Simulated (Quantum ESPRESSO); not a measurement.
A calculation with Quantum ESPRESSO 7.5 of HfN (native input, structure typed inline):

File pw.in:

```
&CONTROL
  calculation = 'scf'
  prefix = 'pwscf'
  outdir = './tmp'
  pseudo_dir = './pseudo'
  tprnfor = .true.
  tstress = .true.
  disk_io = 'nowf'
/
&SYSTEM
  ibrav = 0
  nat = 2
  ntyp = 2
  ecutwfc = 60
  ecutrho = 480
  nbnd = 15
  occupations = 'smearing'
  smearing = 'fd'
  degauss = 0.00367493
/
&ELECTRONS
  conv_thr = 4d-10
  electron_maxstep = 120
  mixing_beta = 0.5
/
ATOMIC_SPECIES
Hf   178.4900 Hf-sp.oncvpsp.upf
N     14.0070 N.pbe-n-radius_5.UPF
CELL_PARAMETERS angstrom
   0.0000000000    2.2560000000    2.2560000000
   2.2560000000    0.0000000000    2.2560000000
   2.2560000000    2.2560000000    0.0000000000
ATOMIC_POSITIONS crystal
Hf     0.0000000000    0.0000000000    0.0000000000
N      0.5000000000    0.5000000000    0.5000000000
K_POINTS automatic
10 10 10 0 0 0
```

Potentials or basis: SSSP 1.3 efficiency PBE.

Run with:

```bash
$ OMP_NUM_THREADS=1 pw.x -in pw.in > pw.out
```

Write the same calculation in another form: ASE script, structure from a P1 CIF.

As run:

File run.py:

```python
import numpy as np
from ase.calculators.espresso import Espresso, EspressoProfile
from ase.io import read

atoms = read('HfN.cif')

input_data = {
    'control': {'calculation': 'scf', 'prefix': 'pwscf', 'outdir': './tmp', 'tprnfor': True, 'tstress': True, 'disk_io': 'nowf'},
    'system': {'ecutwfc': 60.0, 'ecutrho': 480.0, 'nbnd': 15, 'occupations': 'smearing', 'smearing': 'fd', 'degauss': 0.00367493},
    'electrons': {'conv_thr': 4e-10, 'electron_maxstep': 120, 'mixing_beta': 0.5},
}
pseudopotentials = {'N': 'N.pbe-n-radius_5.UPF', 'Hf': 'Hf-sp.oncvpsp.upf'}
profile = EspressoProfile(command='pw.x', pseudo_dir='pseudo')
atoms.calc = Espresso(profile=profile, input_data=input_data, pseudopotentials=pseudopotentials, kpts=(10, 10, 10), koffset=(0, 0, 0))

print(f'energy {atoms.get_potential_energy():.8f} eV')
print('forces (eV/A)')
print(np.round(atoms.get_forces(), 6))
print('stress (eV/A^3, Voigt)')
print(np.round(atoms.get_stress(), 8))
print(f'Fermi level {atoms.calc.get_fermi_level():.4f} eV')
```

File HfN.cif:

```cif
data_HfN
_cell_length_a 3.19046580
_cell_length_b 3.19046580
_cell_length_c 3.19046580
_cell_angle_alpha 60.00000000
_cell_angle_beta 60.00000000
_cell_angle_gamma 60.00000000
_space_group_name_H-M_alt 'P1'
_space_group_name_Hall 'P 1'
_space_group_IT_number 1
loop_
_space_group_symop_operation_xyz
'x,y,z'
loop_
_atom_site_label
_atom_site_type_symbol
_atom_site_symmetry_multiplicity
_atom_site_Wyckoff_symbol
_atom_site_fract_x
_atom_site_fract_y
_atom_site_fract_z
_atom_site_occupancy
Hf1 Hf 1 a 0.0000000000 0.0000000000 0.0000000000 1
N1 N 1 a 0.5000000000 0.5000000000 0.5000000000 1
```

Potentials or basis: SSSP 1.3 efficiency PBE.

Launch:

```sh
$ OMP_NUM_THREADS=1 python run.py
```

Both were run:

|  | native input, structure typed inline | ASE script, structure from a P1 CIF |
| --- | --- | --- |
| Pressure | 5.8 GPa | 5.8 GPa |
| Band gap on the k mesh | none (metal or under the smearing width) | none (metal or under the smearing width) |

Keys that steer only the numerical path or the files written may differ.
